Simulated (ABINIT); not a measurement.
TePb:

```xyz
2
Lattice="4.0023 0.0000 0.0000 0.0000 4.0023 0.0000 0.0000 0.0000 4.0023" Properties=species:S:1:pos:R:3 pbc="T T T"
Pb    0.0000    0.0000    0.0000
Te    2.0011    2.0011    2.0011
```

Measurements of this composition are mostly on another form, of space group No. 225.

Base run:

```yaml
Program: ABINIT 10.8.3 (patched build)
Functional: PBEsol
Potentials_or_basis: JTH PAW PBE v2.0
Cutoff: 707 eV
k_mesh: 7 × 7 × 7
Occupations: fermi-dirac, width 0.05 eV
Spin: no spin polarisation
```

Its results: band gap on the k mesh none (metal or under the smearing width); pressure -2.9 GPa.

The run is repeated on the same cell with these changes: functional from PBEsol to BLYP. What comes out?

Band gap on the k mesh none (metal or under the smearing width); pressure 3.6 GPa.

BLYP binds less tightly than PBEsol, so the same cell stands under more pressure.

Caveats: the PAW data sets were made with another functional, which shifts forces and pressure a little; spin-orbit coupling is left out, which moves the levels of the heavy elements.
